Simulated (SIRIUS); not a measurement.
# CuO (P-6m2) in SIRIUS: a series of runs, part 4 of 4

SIRIUS 7.12.0. The steps go on from the part before.

**7. Equation of state, WC, 10.03 Å³/atom (volume scaled by 1.04)**

Contents of sirius.json:

```json
{
  "control": {
    "processing_unit": "cpu",
    "std_evp_solver_name": "lapack",
    "gen_evp_solver_name": "lapack",
    "verbosity": 2,
    "print_forces": false,
    "ortho_rf": true,
    "use_second_variation": true,
    "rmt_max": 3.0,
    "num_bands_to_print": 22,
    "save_wf": true
  },
  "parameters": {
    "electronic_structure_method": "full_potential_lapwlo",
    "xc_functionals": ["XC_GGA_X_WC", "XC_GGA_C_PBE"],
    "core_relativity": "dirac",
    "valence_relativity": "iora",
    "num_fv_states": 22,
    "smearing": "fermi_dirac",
    "smearing_width": 0.0018374661,
    "pw_cutoff": 24,
    "gk_cutoff": 4.62,
    "lmax_apw": 12,
    "lmax_rho": 8,
    "lmax_pot": 8,
    "num_mag_dims": 0,
    "auto_rmt": 0,
    "ngridk": [6, 6, 5],
    "shiftk": [0, 0, 0],
    "num_dft_iter": 80,
    "energy_tol": 1e-07,
    "density_tol": 1e-05,
    "use_symmetry": true
  },
  "settings": {"tol_ne": 1e-10},
  "iterative_solver": {"type": "exact"},
  "mixer": {"type": "anderson", "beta": 0.5, "max_history": 8},
  "unit_cell": {
    "lattice_vectors": [[5.4304104529, 0.0, 0.0], [-2.7152052169, 4.7028734077, 0.0], [0.0, 0.0, 5.2998115492]],
    "atom_types": ["Cu", "O"],
    "atom_files": {"Cu": "Cu.json", "O": "O.json"},
    "atoms": {"Cu": [[0.0, 0.0, 0.0]], "O": [[0.6666666667, 0.3333333333, 0.5]]}
  }
}
```

Contents of Cu.json:

```json
{
  "name": "copper",
  "symbol": "Cu",
  "number": 29,
  "mass": 63.546,
  "rmin": 1e-06,
  "rmt": 2.34,
  "nrmt": 800,
  "rinf": 15.61,
  "core": "1s2s2p",
  "valence": [
    {"basis": [{"enu": 0.0, "dme": 0, "n": 0, "auto": 0}, {"enu": 0.0, "dme": 1, "n": 0, "auto": 0}]},
    {"l": 0, "n": 1, "basis": [{"enu": 0.1, "dme": 0, "n": 0, "auto": 0}]},
    {"l": 1, "n": 2, "basis": [{"enu": 0.1, "dme": 0, "n": 0, "auto": 0}]},
    {"l": 2, "n": 3, "basis": [{"enu": 0.1, "dme": 0, "n": 0, "auto": 0}]},
    {"l": 3, "n": 4, "basis": [{"enu": 0.1, "dme": 0, "n": 0, "auto": 0}]}
  ],
  "lo": [
    {"l": 0, "basis": [{"enu": 0.1, "dme": 0, "n": 0, "auto": 0}, {"enu": 0.1, "dme": 1, "n": 0, "auto": 0}]},
    {
      "l": 0,
      "basis": [{"enu": -3.9059, "dme": 0, "n": 3, "auto": 1}, {"enu": -3.9059, "dme": 1, "n": 3, "auto": 1}]
    },
    {"l": 0, "basis": [{"enu": -3.9059, "dme": 1, "n": 3, "auto": 1}, {"enu": 0.1, "dme": 0, "n": 0, "auto": 0}]},
    {"l": 0, "basis": [{"enu": 0.1, "dme": 0, "n": 0, "auto": 0}, {"enu": 3.0221, "dme": 0, "n": 0, "auto": 0}]},
    {"l": 1, "basis": [{"enu": 0.1, "dme": 0, "n": 0, "auto": 0}, {"enu": 0.1, "dme": 1, "n": 0, "auto": 0}]},
    {
      "l": 1,
      "basis": [{"enu": -2.3653, "dme": 0, "n": 3, "auto": 1}, {"enu": -2.3653, "dme": 1, "n": 3, "auto": 1}]
    },
    {"l": 1, "basis": [{"enu": -2.3653, "dme": 1, "n": 3, "auto": 1}, {"enu": 0.1, "dme": 0, "n": 0, "auto": 0}]},
    {"l": 1, "basis": [{"enu": 0.1, "dme": 0, "n": 0, "auto": 0}, {"enu": 3.4604, "dme": 0, "n": 0, "auto": 0}]},
    {"l": 2, "basis": [{"enu": 0.1, "dme": 0, "n": 0, "auto": 0}, {"enu": 0.1, "dme": 1, "n": 0, "auto": 0}]},
    {"l": 2, "basis": [{"enu": 0.1, "dme": 1, "n": 0, "auto": 0}, {"enu": 0.1, "dme": 2, "n": 0, "auto": 0}]},
    {"l": 2, "basis": [{"enu": 0.1, "dme": 0, "n": 0, "auto": 0}, {"enu": 2.949, "dme": 0, "n": 0, "auto": 0}]},
    {"l": 3, "basis": [{"enu": 0.1, "dme": 0, "n": 0, "auto": 0}, {"enu": 0.1, "dme": 1, "n": 0, "auto": 0}]},
    {"l": 3, "basis": [{"enu": 0.1, "dme": 0, "n": 0, "auto": 0}, {"enu": 3.2777, "dme": 0, "n": 0, "auto": 0}]}
  ],
  "free_atom": [... radial grid and density of the free atom, the start of the SCF ...]
}
```

Contents of O.json:

```json
{
  "name": "oxygen",
  "symbol": "O",
  "number": 8,
  "mass": 15.9994,
  "rmin": 1e-06,
  "rmt": 1.56,
  "nrmt": 800,
  "rinf": 11.55,
  "core": "1s",
  "valence": [
    {"basis": [{"enu": 0.0, "dme": 0, "n": 0, "auto": 0}, {"enu": 0.0, "dme": 1, "n": 0, "auto": 0}]},
    {"l": 0, "n": 1, "basis": [{"enu": -0.1172, "dme": 0, "n": 0, "auto": 0}]},
    {"l": 1, "n": 2, "basis": [{"enu": 0.1, "dme": 0, "n": 0, "auto": 0}]},
    {"l": 2, "n": 3, "basis": [{"enu": 0.1, "dme": 0, "n": 0, "auto": 0}]},
    {"l": 3, "n": 4, "basis": [{"enu": 0.1, "dme": 0, "n": 0, "auto": 0}]}
  ],
  "lo": [
    {
      "l": 0,
      "basis": [{"enu": -0.1172, "dme": 0, "n": 0, "auto": 0}, {"enu": -0.1172, "dme": 1, "n": 0, "auto": 0}]
    },
    {
      "l": 0,
      "basis": [{"enu": -0.1172, "dme": 1, "n": 0, "auto": 0}, {"enu": -0.1172, "dme": 2, "n": 0, "auto": 0}]
    },
    {
      "l": 0,
      "basis": [{"enu": -0.1172, "dme": 0, "n": 0, "auto": 0}, {"enu": 4.8138, "dme": 0, "n": 0, "auto": 0}]
    },
    {"l": 1, "basis": [{"enu": 0.1, "dme": 0, "n": 0, "auto": 0}, {"enu": 0.1, "dme": 1, "n": 0, "auto": 0}]},
    {"l": 1, "basis": [{"enu": 0.1, "dme": 1, "n": 0, "auto": 0}, {"enu": 0.1, "dme": 2, "n": 0, "auto": 0}]},
    {"l": 1, "basis": [{"enu": 0.1, "dme": 0, "n": 0, "auto": 0}, {"enu": 5.7706, "dme": 0, "n": 0, "auto": 0}]},
    {"l": 2, "basis": [{"enu": 0.1, "dme": 0, "n": 0, "auto": 0}, {"enu": 0.1, "dme": 1, "n": 0, "auto": 0}]},
    {"l": 2, "basis": [{"enu": 0.1, "dme": 1, "n": 0, "auto": 0}, {"enu": 0.1, "dme": 2, "n": 0, "auto": 0}]},
    {"l": 2, "basis": [{"enu": 0.1, "dme": 0, "n": 0, "auto": 0}, {"enu": 6.5103, "dme": 0, "n": 0, "auto": 0}]},
    {"l": 3, "basis": [{"enu": 0.1, "dme": 0, "n": 0, "auto": 0}, {"enu": 0.1, "dme": 1, "n": 0, "auto": 0}]}
  ],
  "free_atom": [... radial grid and density of the free atom, the start of the SCF ...]
}
```

Contents of sirius_start.json:

```json
{
  "control": {
    "processing_unit": "cpu",
    "std_evp_solver_name": "lapack",
    "gen_evp_solver_name": "lapack",
    "verbosity": 1,
    "print_forces": false,
    "ortho_rf": true,
    "use_second_variation": true,
    "rmt_max": 3.0,
    "num_bands_to_print": 22,
    "save_wf": false
  },
  "parameters": {
    "electronic_structure_method": "full_potential_lapwlo",
    "xc_functionals": ["XC_LDA_X", "XC_LDA_C_PW"],
    "core_relativity": "dirac",
    "valence_relativity": "iora",
    "num_fv_states": 22,
    "smearing": "fermi_dirac",
    "smearing_width": 0.0055123983,
    "pw_cutoff": 24,
    "gk_cutoff": 3.69,
    "lmax_apw": 12,
    "lmax_rho": 8,
    "lmax_pot": 8,
    "num_mag_dims": 0,
    "auto_rmt": 0,
    "ngridk": [2, 2, 2],
    "shiftk": [0, 0, 0],
    "num_dft_iter": 30,
    "energy_tol": 0.01,
    "density_tol": 0.05,
    "use_symmetry": true
  },
  "settings": {"tol_ne": 1e-10},
  "iterative_solver": {"type": "exact"},
  "mixer": {"type": "anderson", "beta": 0.5, "max_history": 8},
  "unit_cell": {
    "lattice_vectors": [[5.4304104529, 0.0, 0.0], [-2.7152052169, 4.7028734077, 0.0], [0.0, 0.0, 5.2998115492]],
    "atom_types": ["Cu", "O"],
    "atom_files": {"Cu": "Cu.json", "O": "O.json"},
    "atoms": {"Cu": [[0.0, 0.0, 0.0]], "O": [[0.6666666667, 0.3333333333, 0.5]]}
  }
}
```

On the command line:

```bash
OMP_NUM_THREADS=2 sirius.scf --input=sirius_start.json --output=start.json
OMP_NUM_THREADS=2 sirius.scf --input=sirius.json --output=output.json --task=1
```

Run time: 30 s. Hardware: 2 threads of Arm Neoverse V2, shared host; peak memory 0.45 GiB.

It converged, with:

* Free energy: -47067.2061 eV
* Band gap on the k mesh: none (metal or under the smearing width)
* All electrons inside the program's atomic spheres: Cu 27.94; O 6.89 (radii Cu 2.34, O 1.56 bohr)

Caveat: the k mesh is coarse (spacing up to 0.45 Å⁻¹), so the values aren't converged; an odd number of electrons without spin polarisation forces a metal; a magnetic or distorted state may lie lower; the run has no spin polarisation, though such a crystal can be magnetic; semilocal functionals often make such compounds metallic where correlation or magnetic order opens a gap, which also shifts bond lengths.

**8. Equation of state, WC, 10.22 Å³/atom (volume scaled by 1.06)**

sirius.json: that of step 7 with these lines changed.

```diff
@@ -39,3 +39,3 @@
   "unit_cell": {
-    "lattice_vectors": [[5.4304104529, 0.0, 0.0], [-2.7152052169, 4.7028734077, 0.0], [0.0, 0.0, 5.2998115492]],
+    "lattice_vectors": [[5.464999987, 0.0, 0.0], [-2.732499984, 4.7328288231, 0.0], [0.0, 0.0, 5.3335692208]],
     "atom_types": ["Cu", "O"],
```

Contents of Cu.json:

```json
{
  "name": "copper",
  "symbol": "Cu",
  "number": 29,
  "mass": 63.546,
  "rmin": 1e-06,
  "rmt": 2.34,
  "nrmt": 800,
  "rinf": 15.61,
  "core": "1s2s2p",
  "valence": [
    {"basis": [{"enu": -0.01, "dme": 0, "n": 0, "auto": 0}, {"enu": -0.01, "dme": 1, "n": 0, "auto": 0}]},
    {"l": 0, "n": 1, "basis": [{"enu": 0.09, "dme": 0, "n": 0, "auto": 0}]},
    {"l": 1, "n": 2, "basis": [{"enu": 0.09, "dme": 0, "n": 0, "auto": 0}]},
    {"l": 2, "n": 3, "basis": [{"enu": 0.09, "dme": 0, "n": 0, "auto": 0}]},
    {"l": 3, "n": 4, "basis": [{"enu": 0.09, "dme": 0, "n": 0, "auto": 0}]}
  ],
  "lo": [
    {"l": 0, "basis": [{"enu": 0.09, "dme": 0, "n": 0, "auto": 0}, {"enu": 0.09, "dme": 1, "n": 0, "auto": 0}]},
    {
      "l": 0,
      "basis": [{"enu": -3.9159, "dme": 0, "n": 3, "auto": 1}, {"enu": -3.9159, "dme": 1, "n": 3, "auto": 1}]
    },
    {
      "l": 0,
      "basis": [{"enu": -3.9159, "dme": 1, "n": 3, "auto": 1}, {"enu": 0.09, "dme": 0, "n": 0, "auto": 0}]
    },
    {"l": 0, "basis": [{"enu": 0.09, "dme": 0, "n": 0, "auto": 0}, {"enu": 3.0121, "dme": 0, "n": 0, "auto": 0}]},
    {"l": 1, "basis": [{"enu": 0.09, "dme": 0, "n": 0, "auto": 0}, {"enu": 0.09, "dme": 1, "n": 0, "auto": 0}]},
    {
      "l": 1,
      "basis": [{"enu": -2.3753, "dme": 0, "n": 3, "auto": 1}, {"enu": -2.3753, "dme": 1, "n": 3, "auto": 1}]
    },
    {
      "l": 1,
      "basis": [{"enu": -2.3753, "dme": 1, "n": 3, "auto": 1}, {"enu": 0.09, "dme": 0, "n": 0, "auto": 0}]
    },
    {"l": 1, "basis": [{"enu": 0.09, "dme": 0, "n": 0, "auto": 0}, {"enu": 3.4504, "dme": 0, "n": 0, "auto": 0}]},
    {"l": 2, "basis": [{"enu": 0.09, "dme": 0, "n": 0, "auto": 0}, {"enu": 0.09, "dme": 1, "n": 0, "auto": 0}]},
    {"l": 2, "basis": [{"enu": 0.09, "dme": 1, "n": 0, "auto": 0}, {"enu": 0.09, "dme": 2, "n": 0, "auto": 0}]},
    {"l": 2, "basis": [{"enu": 0.09, "dme": 0, "n": 0, "auto": 0}, {"enu": 2.939, "dme": 0, "n": 0, "auto": 0}]},
    {"l": 3, "basis": [{"enu": 0.09, "dme": 0, "n": 0, "auto": 0}, {"enu": 0.09, "dme": 1, "n": 0, "auto": 0}]},
    {"l": 3, "basis": [{"enu": 0.09, "dme": 0, "n": 0, "auto": 0}, {"enu": 3.2677, "dme": 0, "n": 0, "auto": 0}]}
  ],
  "free_atom": [... radial grid and density of the free atom, the start of the SCF ...]
}
```

Contents of O.json:

```json
{
  "name": "oxygen",
  "symbol": "O",
  "number": 8,
  "mass": 15.9994,
  "rmin": 1e-06,
  "rmt": 1.56,
  "nrmt": 800,
  "rinf": 11.55,
  "core": "1s",
  "valence": [
    {"basis": [{"enu": -0.01, "dme": 0, "n": 0, "auto": 0}, {"enu": -0.01, "dme": 1, "n": 0, "auto": 0}]},
    {"l": 0, "n": 1, "basis": [{"enu": -0.1272, "dme": 0, "n": 0, "auto": 0}]},
    {"l": 1, "n": 2, "basis": [{"enu": 0.09, "dme": 0, "n": 0, "auto": 0}]},
    {"l": 2, "n": 3, "basis": [{"enu": 0.09, "dme": 0, "n": 0, "auto": 0}]},
    {"l": 3, "n": 4, "basis": [{"enu": 0.09, "dme": 0, "n": 0, "auto": 0}]}
  ],
  "lo": [
    {
      "l": 0,
      "basis": [{"enu": -0.1272, "dme": 0, "n": 0, "auto": 0}, {"enu": -0.1272, "dme": 1, "n": 0, "auto": 0}]
    },
    {
      "l": 0,
      "basis": [{"enu": -0.1272, "dme": 1, "n": 0, "auto": 0}, {"enu": -0.1272, "dme": 2, "n": 0, "auto": 0}]
    },
    {
      "l": 0,
      "basis": [{"enu": -0.1272, "dme": 0, "n": 0, "auto": 0}, {"enu": 4.8038, "dme": 0, "n": 0, "auto": 0}]
    },
    {"l": 1, "basis": [{"enu": 0.09, "dme": 0, "n": 0, "auto": 0}, {"enu": 0.09, "dme": 1, "n": 0, "auto": 0}]},
    {"l": 1, "basis": [{"enu": 0.09, "dme": 1, "n": 0, "auto": 0}, {"enu": 0.09, "dme": 2, "n": 0, "auto": 0}]},
    {"l": 1, "basis": [{"enu": 0.09, "dme": 0, "n": 0, "auto": 0}, {"enu": 5.7606, "dme": 0, "n": 0, "auto": 0}]},
    {"l": 2, "basis": [{"enu": 0.09, "dme": 0, "n": 0, "auto": 0}, {"enu": 0.09, "dme": 1, "n": 0, "auto": 0}]},
    {"l": 2, "basis": [{"enu": 0.09, "dme": 1, "n": 0, "auto": 0}, {"enu": 0.09, "dme": 2, "n": 0, "auto": 0}]},
    {"l": 2, "basis": [{"enu": 0.09, "dme": 0, "n": 0, "auto": 0}, {"enu": 6.5003, "dme": 0, "n": 0, "auto": 0}]},
    {"l": 3, "basis": [{"enu": 0.09, "dme": 0, "n": 0, "auto": 0}, {"enu": 0.09, "dme": 1, "n": 0, "auto": 0}]}
  ],
  "free_atom": [... radial grid and density of the free atom, the start of the SCF ...]
}
```

sirius_start.json: that of step 7 with these lines changed.

```diff
@@ -39,3 +39,3 @@
   "unit_cell": {
-    "lattice_vectors": [[5.4304104529, 0.0, 0.0], [-2.7152052169, 4.7028734077, 0.0], [0.0, 0.0, 5.2998115492]],
+    "lattice_vectors": [[5.464999987, 0.0, 0.0], [-2.732499984, 4.7328288231, 0.0], [0.0, 0.0, 5.3335692208]],
     "atom_types": ["Cu", "O"],
```

On the command line:

```bash
OMP_NUM_THREADS=2 sirius.scf --input=sirius_start.json --output=start.json
OMP_NUM_THREADS=2 sirius.scf --input=sirius.json --output=output.json --task=1
```

Run time: 30 s. Hardware: 2 threads of Arm Neoverse V2, shared host; peak memory 0.45 GiB.

Results (log left out):

```
Free energy                                       : -47067.1672 eV
Band gap on the k mesh                            : none (metal or under the smearing width)
All electrons inside the program's atomic spheres : Cu 27.91; O 6.88 (radii Cu 2.34, O 1.56 bohr)
```

Caveat: the k mesh is coarse (spacing up to 0.45 Å⁻¹), so the values aren't converged; an odd number of electrons without spin polarisation forces a metal; a magnetic or distorted state may lie lower; the run has no spin polarisation, though such a crystal can be magnetic; semilocal functionals often make such compounds metallic where correlation or magnetic order opens a gap, which also shifts bond lengths.

**9. Equation of state, WC**

Potentials or basis: all-electron FP-LAPW, apw+lo standard.

This step only gathers the single runs of the series.

What came out:

| Item | Value |
| --- | --- |
| Equilibrium volume | 9.15 Å³/atom |
| Bulk modulus at fixed shape and positions | 200 GPa |
| Pressure derivative of the bulk modulus | 4.6 (rough: it moves with the points fitted) |

Energy against volume, from the lowest point:
```csv
volume (Å³/atom),energy (meV/atom)
9.064,0.00
9.257,0.24
9.450,5.42
9.643,14.73
9.836,27.76
10.028,44.09
10.221,63.54
```

Caveat: the k mesh is coarse (spacing up to 0.45 Å⁻¹), so the values aren't converged; the cell was scaled at fixed shape and fractional positions, which overstates the stiffness of a crystal with free parameters, most of all of layers and chains; the run has no spin polarisation, though such a crystal can be magnetic.
